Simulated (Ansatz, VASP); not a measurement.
## Hf: VASP beside Ansatz

Contents of INCAR:

```
SYSTEM = Hf
ALGO = Normal
DIPOL = 0.5 0.5 0.500
EDIFF = 1E-7
ENCUT = 520
GGA = PE
IDIPOL = 3
ISIF = 2
ISMEAR = -1
LASPH = .True.
LCHARG = .False.
LDIPOL = .True.
LREAL = .False.
LWAVE = .False.
NBANDS = 33
NELM = 80
PREC = Accurate
SIGMA = 0.05
```

Contents of KPOINTS:

```
k-points
0
Gamma
  10 10 1
  0 0 0
```

Contents of POSCAR:

```
Hf
1.0
    3.1395541085      0.0000000000      0.0000000000
   -1.5697770542      2.7189336145      0.0000000000
    0.0000000000      0.0000000000     25.2537407808
Hf
5
Direct
    0.6666666667      0.3333333333      0.2969857046
    0.3333333333      0.6666666667      0.3984928523
    0.0000000000      0.0000000000      0.5000000000
    0.6666666667      0.3333333333      0.6015071477
    0.3333333333      0.6666666667      0.7030142954
```

The input input.yaml:

```yaml
crystal:
  lattice:
    - [3.1395541085, 0.0, 0.0]
    - [-1.5697770542, 2.7189336145, 0.0]
    - [0.0, 0.0, 25.2537407808]
  atoms:
    - { symbol: Hf, position: [0.6666666667, 0.3333333333, 0.2969857046] }
    - { symbol: Hf, position: [0.3333333333, 0.6666666667, 0.3984928523] }
    - { symbol: Hf, position: [0.0, 0.0, 0.5] }
    - { symbol: Hf, position: [0.6666666667, 0.3333333333, 0.6015071477] }
    - { symbol: Hf, position: [0.3333333333, 0.6666666667, 0.7030142954] }
hamiltonian:
  xc: pbe
  pseudopotentials: { kind: paw }
kpoints:
  mp_grid: { grid: [10, 10, 1] }
scf:
  occupations: { method: fermi_dirac, width: 0.05 }
output:
  forces: true
  eigenvalues: true
  write_density: true
  write_potential: true
  elf: true
  volumetric_format: npy
efield:
  axis: 3
  dipole_correction: true
  ramp_width: 0.04
```

Alike in both runs: task single point; functional PBE; k mesh 10 × 10 × 1; occupations fermi-dirac, width 0.05 eV; no spin polarisation.

|  | VASP | Ansatz |
| --- | --- | --- |
| version | VASP 6.6.1 | Ansatz 0.2.0 |
| potentials or method | VASP PAW PBE potentials, release 64 (Hf_pv) | Ansatz PAW |
| plane-wave cutoff (eV) | 520 | 420 |
| valence electrons in the cell | 50 | 130 |

```tsv
	VASP	Ansatz	Ansatz less VASP
gap on the k mesh at the Fermi level (eV)	none	none	-
rms of the force components (eV/Å)	0.306	0.296	-0.0093
work function, face that differs most (eV)	4.30	4.45	+0.146
```

Atom by atom the forces differ by 0.012 eV/Å (rms over components). A gap of «none» marks a metal or a gap that the smearing closes. With one functional, cell and mesh, what is left measures potentials, basis and numerics. The two sets of potentials don't hold the same shells in valence.

Spin-orbit coupling is left out, which matters for the levels of Hf.
